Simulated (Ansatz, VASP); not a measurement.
**LiH in VASP and in Ansatz**

```
Li H
1.0
    -0.02188    2.14512    2.14512
     2.14512   -0.02188    2.14512
     2.12324    2.12324    0.00000
Li H
1 1
Direct
  0.99836 0.99836 0.00164
  0.25164 0.25164 0.24836
```

Change from the starting cell: shear_xy strain -2.0%.

Alike in both runs: task single point; functional HSE06; k mesh 8 × 8 × 8; no spin polarisation.

|  | VASP | Ansatz |
| --- | --- | --- |
| version | VASP 6.6.1 | Ansatz 0.2.0 |
| potentials or method | VASP PAW PBE potentials, release 64 (Li_sv, H) | plane waves, PAW |
| plane-wave cutoff (eV) | 520 | 420 |
| occupations | gaussian, width 0.01 eV | fixed |
| valence electrons in the cell | 4 | 4 |

|  | VASP | Ansatz | Ansatz less VASP |
| --- | --- | --- | --- |
| gap on the k mesh at the Fermi level (eV) | 5.21 | 5.21 | 0.000 |

Ansatz warned: «stress_exchange_threshold_loose».

 A k mesh can miss the band edges.
